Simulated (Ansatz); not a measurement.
## Si: elastic constants with LDA

Si:

```
Si
1.0
     2.62054    0.00000    0.00000
    -1.31027    2.26946    0.00000
     0.00000    0.00000    2.46635
Si
1
Direct
  0.00000 0.00000 0.00000
```

This isn't the form of Si at room conditions, which is diamond.

```yaml
Program: Ansatz 0.2.0
Task: elastic constants
Functional: LDA
Potentials_or_basis: Ansatz PAW
Cutoff: "420 eV (not typed: the program's choice for these potentials)"
k_mesh: 9 × 9 × 8
Occupations: fermi-dirac, width 0.05 eV
Spin: no spin polarisation
Atoms_under_strain: relaxed
```

| Property | Result |
| --- | --- |
| Pressure | -1.7 GPa |
| Band gap on the k mesh | none (metal or under the smearing width) |
| Voigt bulk modulus | 114 GPa |

Stress tensor (GPa, compression positive):
```
-2.30  0.00  0.00
 0.00 -2.30  0.00
 0.00  0.00 -0.37
```

Levels at points of the mesh, in eV from the Fermi level:
| k point | band 1 | band 2 | band 3 | band 4 | band 5 | band 6 |
| --- | --- | --- | --- | --- | --- | --- |
| (0.00, 0.00, 0.00) | -14.17 | 7.45 | 7.85 | 10.14 | 10.14 | 12.17 |
| (0.00, 0.00, -0.50) | -9.30 | -7.26 | 13.66 | 13.66 | 14.86 | 14.86 |

Elastic tensor in Voigt notation (GPa, in the Cartesian axes of the cell as first typed):
```
117 160  62   0   0   0
160 117  62   0   0   0
 63  63 222   0   0   0
  0   0   0 114   0   0
  0   0   0   0 114   0
  0   0   0   0   0 -22
```

It took 3.6 s on 2 threads of Arm Neoverse V1 (shared host), peak memory 0.27 GiB.

Caveat: the elastic tensor has a negative eigenvalue, so either the cell is unstable as it stands or the mesh is too thin; the PAW data sets come from PBE, with cores solved anew for the run's functional, which leaves a small shift of forces and pressure.
